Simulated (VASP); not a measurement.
# Ge (Fmmm) in VASP: further runs

One crystal, Ge, is run at these levels: PBE, BLYP, BLYP+D3(BJ), HSE(alpha, omega); tasks: single point, relaxation of cell and atoms.

Everything below comes from runs of VASP 6.6.1. Logs are shortened: lines on timing, memory, paths and dates and some standing lists are left out, and cuts for length are marked.

### Step 1. The crystal as given

Symmetry: Fmmm, No. 69, orthorhombic system. The conventional cell has a = 5.261 Å, b = 5.771 Å, c = 10.231 Å, α = 90.00°, β = 90.00°, γ = 90.00°. Ge (site symmetry m2m) is surrounded by 5 Ge at 2.61 to 2.73 Å. Ge (site symmetry mm2) has 6 Ge at 2.71 to 2.96 Å as nearest neighbours.

This isn't the form of Ge at room conditions, which is diamond.

### Step 2. Single point, PBE

INCAR

```
SYSTEM = Ge
PREC = Accurate
ENCUT = 450
EDIFF = 1E-7
ISMEAR = 0
SIGMA = 0.02
LREAL = .FALSE.
LASPH = .TRUE.
NELM = 100
ALGO = Fast
ISIF = 2
LWAVE = .FALSE.
LCHARG = .TRUE.
GGA = PE
LELF = .TRUE.
LVHAR = .TRUE.
```

KPOINTS

```
regular mesh
0
G
  3 3 3
  0 0 0
```

POSCAR

```
Ge
1.0
    0.0000000000      2.8857400000      5.1156650000
    2.6304970000      0.0000000000      5.1156650000
    2.6304970000      2.8857400000      0.0000000000
Ge
4
Direct
    0.7264900000      0.2735100000      0.7264900000
    0.2735100000      0.7264900000      0.2735100000
    0.2181330000      0.2181330000      0.7818670000
    0.7818670000      0.7818670000      0.2181330000
```

Potentials or basis: VASP PAW PBE potentials, release 64 (Ge_d_GW).

On the command line:

```console
$ cat potpaw_PBE.64/Ge_d_GW/POTCAR > POTCAR
$ mpirun -np 1 vasp_std > vasp.out
```

OUTCAR:

```text
SYSTEM = Ge
   PREC = Accurate
   ENCUT = 450
   EDIFF = 1E-7
   ISMEAR = 0
   LREAL = .FALSE.
   LASPH = .TRUE.
   NELM = 100
   ISIF = 2
   GGA = PE

 ion  position               nearest neighbor table
   1  0.726  0.274  0.726-   2 2.61   2 2.64   2 2.64   3 2.73   4 2.73   2 3.16   4 3.17   3 3.17

   2  0.274  0.726  0.274-   1 2.61   1 2.64   1 2.64   3 2.73   4 2.73   1 3.16   4 3.17   3 3.17

   3  0.218  0.218  0.782-   4 2.71   4 2.71   1 2.73   2 2.73   4 2.96   4 2.96   2 3.17   1 3.17

   4  0.782  0.782  0.218-   3 2.71   3 2.71   1 2.73   2 2.73   3 2.96   3 2.96   2 3.17   1 3.17

  LATTYP: Found a face centered orthorhombic cell.
 ALAT       =     5.2609940000
 B/A-ratio  =     1.0970322338
 C/A-ratio  =     1.9447522654

  Lattice vectors:

 A1 = (   0.0000000000,   2.8857400000,   5.1156650000)
 A2 = (   2.6304970000,   0.0000000000,   5.1156650000)
 A3 = (   2.6304970000,   2.8857400000,   0.0000000000)

Analysis of symmetry for initial positions (statically):
=====================================================================
 Subroutine PRICEL returns:
 Original cell was already a primitive cell.

 Routine SETGRP: Setting up the symmetry group for a
 face centered orthorhombic supercell.

 Subroutine GETGRP returns: Found  8 space group operations
 (whereof  8 operations were pure point group operations)
 out of a pool of  8 trial point group operations.

The static configuration has the point symmetry D_2h.

Analysis of symmetry for dynamics (positions and initial velocities):
=====================================================================
 Subroutine PRICEL returns:
 Original cell was already a primitive cell.

 Routine SETGRP: Setting up the symmetry group for a
 face centered orthorhombic supercell.

 Subroutine GETGRP returns: Found  8 space group operations
 (whereof  8 operations were pure point group operations)
 out of a pool of  8 trial point group operations.

The dynamic configuration has the point symmetry D_2h.

 Subroutine INISYM returns: Found  8 space group operations
 (whereof  8 operations are pure point group operations),
 and found     1 'primitive' translations

----------------------------------------------------------------------------------------

                                     Primitive cell

  volume of cell :      77.6653

  direct lattice vectors                    reciprocal lattice vectors
     0.000000000  2.885740000  5.115665000    -0.190078149  0.173265783  0.097739004
     2.630497000  0.000000000  5.115665000     0.190078149 -0.173265783  0.097739004
     2.630497000  2.885740000  0.000000000     0.190078149  0.173265783 -0.097739004

  length of vectors
     5.873459265  5.752351072  3.904741965     0.275142957  0.275142957  0.275142957

  position of ions in fractional coordinates (direct lattice)
     0.726490000  0.273510000  0.726490000
     0.273510000  0.726490000  0.273510000
     0.218133000  0.218133000  0.781867000
     0.781867000  0.781867000  0.218133000

  ion indices of the primitive-cell ions
   primitive index   ion index
                 1           1
                 2           2
                 3           3
                 4           4

----------------------------------------------------------------------------------------

 KPOINTS: regular mesh

Automatic generation of k-mesh.
 Grid dimensions read from file:
 generate k-points for:    3    3    3

 Generating k-lattice:

  Cartesian coordinates                     Fractional coordinates (reciprocal lattice)
    -0.063359383  0.057755261  0.032579668     0.333333333 -0.000000000 -0.000000000
     0.063359383 -0.057755261  0.032579668     0.000000000  0.333333333  0.000000000
     0.063359383  0.057755261 -0.032579668    -0.000000000  0.000000000  0.333333333

  Length of vectors
     0.091714319  0.091714319  0.091714319

  Shift w.r.t. Gamma in fractional coordinates (k-lattice)
     0.000000000  0.000000000  0.000000000

 Subroutine IBZKPT returns following result:
 ===========================================

 Found      8 irreducible k-points:

 Following reciprocal coordinates:
            Coordinates               Weight
  0.000000  0.000000  0.000000      1.000000
  0.333333  0.000000  0.000000      8.000000
  0.333333  0.333333  0.000000      2.000000
 -0.333333  0.333333 -0.000000      4.000000
  0.333333  0.000000  0.333333      2.000000
 -0.333333 -0.000000  0.333333      4.000000
  0.000000  0.333333  0.333333      2.000000
 -0.333333  0.333333  0.333333      4.000000
   k-points           NKPTS =      8   k-points in BZ     NKDIM =      8   number of bands    NBANDS=     33
   number of dos      NEDOS =    301   number of ions     NIONS =      4
   total plane-waves  NPLWV =  47040
   dimension x,y,z NGX =    42 NGY =   40 NGZ =   28
   dimension x,y,z NGXF=    84 NGYF=   80 NGZF=   56
   ions per type =               4
   NGX,Y,Z   is equivalent  to a cutoff of  11.89, 11.56, 11.92 a.u.
   NGXF,Y,Z  is equivalent  to a cutoff of  23.78, 23.12, 23.84 a.u.
 SYSTEM =  Ge
   PREC   = accura    normal or accurate (medium, high low for compatibility)
   ISTART =      0    job   : 0-new  1-cont  2-samecut
   ICHARG =      2    charge: 1-file 2-atom 10-const
   ISPIN  =      1    spin polarized calculation?
   LNONCOLLINEAR =      F non collinear calculations
   LSORBIT =      F    spin-orbit coupling
   LASPH  =      T    aspherical Exc in radial PAW
   ENCUT  =  450.0 eV  33.07 Ry    5.75 a.u.  10.16  9.95  6.75*2*pi/ulx,y,z
   NELM   =    100;   NELMIN=  2; NELMDL= -5     # of ELM steps
   EDIFF  = 0.1E-06   stopping-criterion for ELM
   LREAL  =      F    real-space projection
   EDIFFG = 0.1E-05   stopping-criterion for IOM
   NSW    =      0    number of steps for IOM
   IBRION =     -1    ionic relax: 0-MD 1-quasi-New 2-CG
   NFREE  =      0    steps in history (QN), initial steepest desc. (CG)
   ISIF   =      2    stress and relaxation
   ISYM   =      2    0-nonsym 1-usesym 2-fastsym
   POTIM  = 0.5000    time-step for ionic-motion
   TEBEG  =    0.0;   TEEND  =   0.0 temperature during run
   PSTRESS=    0.0 pullay stress
   NELECT =      56.0000    total number of electrons
   NUPDOWN=      -1.0000    fix difference up-down
   EMIN   =  10.00;   EMAX   =-10.00  energy-range for DOS
   EFERMI =   0.00;   METHOD = LEGACY
   ISMEAR =     0;   SIGMA  =   0.02  broadening in eV -4-tet -1-fermi 0-gaus
   EFERMI_NEDOS =   21; number of points for ismear=-14 and -15
   IALGO  =     68    algorithm
   IMIX   =      4    mixing-type and parameters
     AMIX     =   0.40;   BMIX     =  1.00
     AMIX_MAG =   1.60;   BMIX_MAG =  1.00
  volume/ion in A,a.u.               =      19.42       131.03
  Fermi-wavevector in a.u.,A,eV,Ry     =   1.468008  2.774133 29.321208  2.155048
  Thomas-Fermi vector in A             =   2.583557
   LORBIT       =      0    0 simple, 1 ext, 2 COOP (PROOUT), +10 PAW based schemes
   GGA     = PE    functional components
   LHFCALC =     F    Hartree Fock is set to
   AEXX    =    0.0000 exact exchange contribution
   IVDW    =     0    specifies the selected vdW correction
   LEPSILON=     F    determine dielectric tensor
   LRPA    =     F    only Hartree local field effects (RPA)
 non-spin polarized calculation
 RMM-DIIS sequential band-by-band and
 Gauss-broadening in eV      SIGMA  =   0.02
  energy-cutoff  :      450.00
  volume of cell :       77.67
 maximum number of plane-waves:      1688
 NGX is ok and might be reduce to    42
   NGX = 21   NGY = 19   NGZ = 13

 number of electron      56.0000001 magnetization

 Free energy of the ion-electron system (eV)
  ---------------------------------------------------
  ext. energy  EPLUGINS =         0.00000000
  ---------------------------------------------------
  free energy    TOTEN  =       -16.76460200 eV

  energy without entropy =      -16.76166791  energy(sigma->0) =      -16.76313496

 E-fermi :   4.2680     XC(G=0): -11.1044

 val. band max:        4.2647801109   @ k =  -0.3333   0.3333   0.3333
 cond. band min:       4.2878978491   @ k =   0.3333   0.0000   0.0000
 fundamental gap:      0.0231177382
 Fermi energy:         4.2680412033

 k-point     1 :       0.0000    0.0000    0.0000
  band No.  band energies     occupation
      1     -20.9264      2.00000
      2     -20.8590      2.00000
      3     -20.8364      2.00000
      4     -20.8324      2.00000
      5     -20.8203      2.00000
      6     -20.8003      2.00000
[... 25 lines left out ...]
     32       7.9705      0.00000
     33      10.6032      0.00000

 k-point     2 :       0.3333    0.0000    0.0000
  band No.  band energies     occupation
      1     -20.8671      2.00000
      2     -20.8391      2.00000
      3     -20.8343      2.00000
      4     -20.8004      2.00000
      5     -20.7977      2.00000
      6     -20.7892      2.00000
[... 25 lines left out ...]
     32       6.9901      0.00000
     33       8.3584      0.00000

 k-point     3 :       0.3333    0.3333    0.0000
  band No.  band energies     occupation
      1     -20.9230      2.00000
      2     -20.8543      2.00000
      3     -20.8299      2.00000
      4     -20.8277      2.00000
      5     -20.8154      2.00000
      6     -20.7938      2.00000
[... 25 lines left out ...]
     32       7.8007      0.00000
     33       8.0845      0.00000

 k-point     4 :      -0.3333    0.3333   -0.0000
  band No.  band energies     occupation
      1     -20.8653      2.00000
      2     -20.8388      2.00000
      3     -20.8285      2.00000
      4     -20.7967      2.00000
      5     -20.7955      2.00000
      6     -20.7874      2.00000
[... 25 lines left out ...]
     32       6.9346      0.00000
     33       7.1481      0.00000

 k-point     5 :       0.3333    0.0000    0.3333
  band No.  band energies     occupation
      1     -20.8957      2.00000
      2     -20.8370      2.00000
      3     -20.8327      2.00000
      4     -20.8219      2.00000
      5     -20.7813      2.00000
      6     -20.7810      2.00000
[... 25 lines left out ...]
     32       8.1788      0.00000
     33       9.9333      0.00000

 k-point     6 :      -0.3333   -0.0000    0.3333
  band No.  band energies     occupation
      1     -20.8557      2.00000
      2     -20.8455      2.00000
      3     -20.8336      2.00000
      4     -20.8025      2.00000
      5     -20.7898      2.00000
      6     -20.7780      2.00000
[... 25 lines left out ...]
     32       8.8982      0.00000
     33      10.4871      0.00000

 k-point     7 :       0.0000    0.3333    0.3333
  band No.  band energies     occupation
      1     -20.8568      2.00000
      2     -20.8567      2.00000
      3     -20.8510      2.00000
      4     -20.8087      2.00000
      5     -20.7946      2.00000
      6     -20.7781      2.00000
[... 25 lines left out ...]
     32       8.8637      0.00000
     33       9.3674      0.00000

 k-point     8 :      -0.3333    0.3333    0.3333
  band No.  band energies     occupation
      1     -20.8996      2.00000
      2     -20.8409      2.00000
      3     -20.8359      2.00000
      4     -20.8257      2.00000
      5     -20.7958      2.00000
      6     -20.7806      2.00000
[... 25 lines left out ...]
     32       7.8907      0.00000
     33       8.7685      0.00000

------------------------ aborting loop because EDIFF is reached ----------------------------------------

  FORCE on cell =-STRESS in cart. coord.  units (eV):
  Direction    XX          YY          ZZ          XY          YZ          ZX
  --------------------------------------------------------------------------------------
  -------------------------------------------------------------------------------------
  Total        3.6786994     -1.5654078     -1.3496566      0.0000000      0.0000000      0.0000000
  in kB       75.8888174    -32.2931928    -27.8424057      0.0000000      0.0000000      0.0000000
  external PRESSURE =       5.2510730 kB  Pullay stress =       0.0000000 kB

 VOLUME and BASIS-vectors are now :
 -----------------------------------------------------------------------------
  energy-cutoff  :      450.00
  volume of cell :       77.67
      direct lattice vectors                 reciprocal lattice vectors
     0.000000000  2.885740000  5.115665000    -0.190078149  0.173265783  0.097739004
     2.630497000  0.000000000  5.115665000     0.190078149 -0.173265783  0.097739004
     2.630497000  2.885740000  0.000000000     0.190078149  0.173265783 -0.097739004

 POSITION                                       TOTAL-FORCE (eV/Angst)
 -----------------------------------------------------------------------------------
      2.63050      4.19292      5.11566         0.000000      0.180430      0.000000
      2.63050      1.57856      5.11566         0.000000     -0.180430      0.000000
      2.63050      2.88574      2.23179         0.000000      0.000000      0.269430
      2.63050      2.88574      7.99954         0.000000      0.000000     -0.269430
 -----------------------------------------------------------------------------------
    total drift:                                0.000000      0.000000      0.000000

  FREE ENERGIE OF THE ION-ELECTRON SYSTEM (eV)
  ---------------------------------------------------
  free  energy   TOTEN  =       -16.7646020002 eV

  energy  without entropy=      -16.7616679114  energy(sigma->0) =      -16.76313496
```

Wall time 29 s (1 thread of Intel Xeon Platinum 8488C (Sapphire Rapids), shared host); peak memory 0.19 GiB.

Results:

```yaml
Free_energy: -16.7646 eV
Pressure: 0.5 GPa
Largest_force: 0.269 eV/Å
Band_gap_on_the_k_mesh: none (metal or under the smearing width)
```

Forces in eV/Å, atoms in the order of the input:
```
Ge   0.000  0.180  0.000
Ge   0.000 -0.180  0.000
Ge   0.000  0.000  0.269
Ge   0.000  0.000 -0.269
```

Levels at points of the mesh, in eV from the Fermi level:
```
           k point  band 26  band 27  band 28  band 29  band 30  band 31
(0.00, 0.00, 0.00)    -2.71    -2.38    -2.16    -1.94     2.58     3.39
```

Caveat: the k mesh is coarse (spacing up to 0.58 Å⁻¹), so the values aren't converged; the cutoff is under 1.25 times the usual one of these potentials, so pressure, stress and relaxed cells hold a basis-set (Pulay) error.

### Step 3. Relaxation of cell and atoms, BLYP

INCAR

```
AGGAC = 1.0 ; AGGAX = 1.0
ALDAC = 0.0 ; ALDAX = 1.0
ALGO = Normal ; EDIFF = 1E-7
EDIFFG = -0.005 ; ENCUT = 600
GGA = B5 ; IBRION = 2
ISIF = 3 ; ISMEAR = -1
LASPH = T ; LCHARG = F
LREAL = F ; LWAVE = F
NELM = 100 ; NSW = 40
PREC = Accurate ; SIGMA = 0.05
```

KPOINTS

```
k-points
0
Gamma
  5 5 5
```

POSCAR is that of step 2.

Potentials or basis: VASP PAW PBE potentials, release 64 (Ge_d).

On the command line:

```console
$ cat potpaw_PBE.64/Ge_d/POTCAR > POTCAR
$ mpirun -np 1 vasp_std > vasp.out
```

Wall time 24 min (1 thread of Intel Xeon 6975P-C (Granite Rapids), shared host); peak memory 0.3 GiB.

Results (log left out):

* Free energy: -13.8198 eV
* Relaxed volume: 21.86 Å³/atom
* Relaxed cell: a = 6.221 Å, b = 6.072 Å, c = 4.019 Å, α = 72.95°, β = 68.91°, γ = 38.14°
* Space group after relaxing (to 0.05 Å): Fmmm (No. 69)
* Energy gained by relaxing: 48.4 meV/atom
* Ionic steps: 33
* Pressure after relaxing: 0.0 GPa
* Band gap on the k mesh: none (metal or under the smearing width)

The path:
| step | energy change (eV) | largest force (eV/Å) | pressure (GPa) | volume (Å³) |
| --- | --- | --- | --- | --- |
| 1 | 0.0000 | 0.1166 | 6.10 | 77.67 |
| 2 | -0.1518 | 0.1301 | -0.08 | 86.27 |
| 3 | -0.1518 | 0.1309 | -0.03 | 86.19 |
| 4 | -0.1542 | 0.1356 | 0.01 | 86.20 |
| 5 | -0.1586 | 0.1314 | 0.04 | 86.22 |
| 6 | -0.1601 | 0.1332 | 0.06 | 86.24 |
| 7 | -0.1646 | 0.1322 | 0.06 | 86.29 |
| 8 | -0.1726 | 0.1052 | 0.12 | 86.38 |
| 9 | -0.1774 | 0.0237 | 0.36 | 86.55 |
| 10 | -0.1815 | 0.0434 | 0.28 | 86.88 |
| 11 | -0.1830 | 0.0846 | 0.19 | 87.24 |
| 12 | -0.1854 | 0.0839 | 0.02 | 87.36 |
| 13 | -0.1886 | 0.0702 | -0.20 | 87.68 |
| 14 | -0.1888 | 0.0636 | -0.33 | 87.77 |
| 15 | -0.1899 | 0.0476 | -0.12 | 87.32 |
| 16 | -0.1901 | 0.0513 | 0.08 | 86.92 |
| 17 | -0.1905 | 0.0462 | 0.06 | 86.98 |
| 18 | -0.1908 | 0.0415 | 0.04 | 87.03 |
| 19 | -0.1910 | 0.0324 | 0.00 | 87.14 |
| 20 | -0.1914 | 0.0320 | 0.03 | 87.18 |
| 21 | -0.1922 | 0.0306 | -0.05 | 87.29 |
| 22 | -0.1932 | 0.0384 | -0.01 | 87.52 |
| 23 | -0.1932 | 0.0417 | -0.07 | 87.60 |
| 24 | -0.1932 | 0.0400 | -0.04 | 87.57 |
| 25 | -0.1935 | 0.0127 | 0.06 | 87.48 |
| 26 | -0.1935 | 0.0060 | 0.03 | 87.46 |
| 27 | -0.1935 | 0.0068 | 0.06 | 87.41 |
| 28 | -0.1935 | 0.0050 | 0.05 | 87.45 |
| 29 | -0.1935 | 0.0018 | -0.07 | 87.57 |
| 30 | -0.1935 | 0.0020 | -0.01 | 87.54 |
| 31 | -0.1935 | 0.0026 | 0.04 | 87.54 |
| 32 | -0.1935 | 0.0013 | -0.03 | 87.54 |
| 33 | -0.1935 | 0.0012 | 0.02 | 87.45 |

Final structure:
```
CELL_PARAMETERS angstrom
0.00000 2.99928 5.45080
2.67458 0.00000 5.45080
2.67458 2.99928 0.00000
ATOMIC_POSITIONS crystal
Ge 0.72096 0.27904 0.72096
Ge 0.27904 0.72096 0.27904
Ge 0.20203 0.20203 0.79797
Ge 0.79797 0.79797 0.20203
```

Levels at points of the mesh, in eV from the Fermi level:
```tsv
k point	band 24	band 25	band 26	band 27	band 28	band 29	band 30	band 31	band 32	band 33
(0.00, 0.00, 0.00)	-4.29	-2.20	-2.08	-1.87	-1.16	-1.07	2.86	3.41	4.52	5.01
```

Caveat: the PAW data sets were made with another functional, which shifts forces and pressure a little.

### Step 4. Relaxation of cell and atoms, BLYP+D3(BJ)

INCAR

```
AGGAC = 1.0 ; AGGAX = 1.0
ALDAC = 0.0 ; ALDAX = 1.0
ALGO = Normal ; EDIFF = 1E-7
EDIFFG = -0.005 ; ENCUT = 600
GGA = B5 ; IBRION = 2
ISIF = 3 ; ISMEAR = -1
IVDW = 12 ; LASPH = T
LCHARG = F ; LREAL = F
LWAVE = F ; NELM = 100
NSW = 40 ; PREC = Accurate
SIGMA = 0.05 ; VDW_A1 = 0.4298
VDW_A2 = 4.2359 ; VDW_S6 = 1.0
VDW_S8 = 2.6996
```

KPOINTS is that of step 3.

POSCAR is that of step 3.

On the command line:

```console
$ cat potpaw_PBE.64/Ge_d/POTCAR > POTCAR
$ mpirun -np 1 vasp_std > vasp.out
```

Wall time 14 min (1 thread of Intel Xeon 6975P-C (Granite Rapids), shared host); peak memory 0.3 GiB.

It converged, with:

```
Free energy                            : -16.8011 eV
Relaxed volume                         : 19.44 Å³/atom
Relaxed cell                           : a = 5.897 Å, b = 5.767 Å, c = 3.900 Å, α = 72.29°, β = 68.67°, γ = 39.04°
Space group after relaxing (to 0.05 Å) : Fmmm (No. 69)
Energy gained by relaxing              : 2.6 meV/atom
Ionic steps                            : 22
Pressure after relaxing                : 0.0 GPa
Band gap on the k mesh                 : none (metal or under the smearing width)
Dispersion energy per atom             : -0.790 eV
```

Forces on the atoms (eV/Å):
```
Ge   0.000 -0.002  0.000
Ge   0.000  0.002  0.000
Ge   0.000  0.000 -0.002
Ge   0.000  0.000  0.002
```

Step by step:
```csv
step,energy change (eV),largest force (eV/Å),pressure (GPa),volume (Å³)
1,0.0000,0.1150,-0.32,77.67
2,-0.0025,0.0904,0.00,77.23
3,-0.0026,0.0750,0.26,76.99
4,-0.0026,0.0801,0.21,77.06
5,-0.0037,0.0690,0.12,77.22
6,-0.0050,0.0353,-0.16,77.70
7,-0.0058,0.0354,-0.22,77.72
8,-0.0078,0.0322,-0.21,77.77
9,-0.0101,0.0340,-0.14,77.86
10,-0.0103,0.0358,-0.11,77.89
11,-0.0103,0.0356,-0.11,77.89
12,-0.0105,0.0195,0.01,77.73
13,-0.0105,0.0159,0.03,77.69
14,-0.0105,0.0149,0.15,77.68
15,-0.0105,0.0160,0.08,77.69
16,-0.0105,0.0039,-0.01,77.74
17,-0.0105,0.0038,0.05,77.74
18,-0.0105,0.0039,-0.06,77.81
19,-0.0105,0.0027,-0.04,77.80
20,-0.0105,0.0024,-0.03,77.78
21,-0.0105,0.0023,-0.02,77.77
22,-0.0105,0.0024,-0.01,77.76
```

Final structure:
```
Ge
1.0
     0.00000    2.89243    5.13939
     2.61546    0.00000    5.13939
     2.61546    2.89243    0.00000
Ge
4
Cartesian
  2.6155 4.1892 5.1394
  2.6155 1.5957 5.1394
  2.6155 2.8924 2.1600
  2.6155 2.8924 8.1188
```

Levels at points of the mesh, in eV from the Fermi level:
| k point | band 26 | band 27 | band 28 | band 29 | band 30 | band 31 |
| --- | --- | --- | --- | --- | --- | --- |
| (0.00, 0.00, 0.00) | -2.36 | -2.00 | -1.67 | -1.45 | 3.04 | 3.88 |

Caveat: the PAW data sets were made with another functional, which shifts forces and pressure a little; pairwise dispersion overbinds metals, which lowers pressure and volume.

(Part 1 of 2 ends here.)
